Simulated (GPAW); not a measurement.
Here is a GPAW 26.7.0 calculation.

run.py

```python
from ase import Atoms
from ase.dft.bandgap import bandgap
from ase.io import write
from ase.units import GPa
from gpaw import GPAW, PW, setup_paths

setup_paths.insert(0, '.')

atoms = Atoms(['Ti'],
              cell=[[-1.665141, 1.661408, 1.599113],
                    [1.680389, -1.705071, 1.658024],
                    [1.604537, 1.644467, -1.642776]],
              scaled_positions=[[-0.007204, 0.007116, 0.006824]],
              pbc=True)

calc = GPAW(mode=PW(600),
            xc='PBEsol',
            kpts={'size': (11, 11, 11), 'gamma': True},
            occupations={'name': 'fermi-dirac', 'width': 0.05},
            nbands=14,
            convergence={'density': 1e-05, 'energy': 1e-05},
            maxiter=150,
            txt='gpaw.txt')
atoms.calc = calc
energy = atoms.get_potential_energy()
forces = atoms.get_forces()
stress = atoms.get_stress()
calc.write('gs.gpw')
write('result.traj', atoms)
print(f'Energy: {energy:.6f} eV')
print('Forces (eV/A):')
print(forces.round(4))
print('Stress (GPa):', (stress / GPa).round(3))
print('Fermi level:', round(calc.get_fermi_level(), 4), 'eV')
print(f'Gap: {bandgap(calc)[0]:.4f} eV, direct: {bandgap(calc, direct=True)[0]:.4f} eV')
```

Potentials or basis: PAW data sets generated in the run's folder for this functional, pw.

Run with:

```sh
$ gpaw-setup -f PBEsol Ti
$ OMP_NUM_THREADS=1 python run.py
```

**Question.** Predict the pressure.

**Answer.** -7.2 GPa.

**Question.** What does it give for the band gap on the k mesh?

**Answer.** None (metal or under the smearing width).

Stress tensor (GPa, compression positive):
```
-7.15  1.24 -0.58
 1.24 -6.77  0.94
-0.58  0.94 -7.57
```
